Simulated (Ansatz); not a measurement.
## KCl: the gap against volume

KCl, Fm-3m, a = 6.293 Å. Ansatz: r2SCAN, PAW, 500 eV, Γ-centred 6×6×6 mesh on 2 atoms, Gaussian smearing 0.02 eV; no spin polarisation. Symmetry fixes shape and atoms, so the cell is only scaled; x = ln(V/V0) with V0 = 31.151 Å³/atom. The gap is read at the mesh points alone.

```tsv
x	gap y (eV)
-0.0619	6.054
-0.0305	5.936
0.0000	5.826
0.0296	?
0.0583	5.627
```

Problem. Fit a straight line to the other rows, give the volume deformation potential of the gap and its pressure coefficient, and predict the missing gap. B0 = 19.1 GPa.

Solution. Means x = -0.008525, y = 5.8607; Σ(Δx)² = 0.007870, ΣΔxΔy = -0.02788; the slope is their ratio. y = 5.8305 − 3.5432 x. The slope is the deformation potential a = dE_g/d ln V = -3.54 eV, and dE_g/dP = −a/B0 = 186 meV/GPa. At x = 0.0296 the fit asked for gives 5.726 eV. The run gave 5.723 eV, so the fit is 0.003 eV too high, within the rms miss on the fitted rows (0.004 eV).

Semilocal functionals give gaps under the measured ones; changes of the gap mostly carry over better.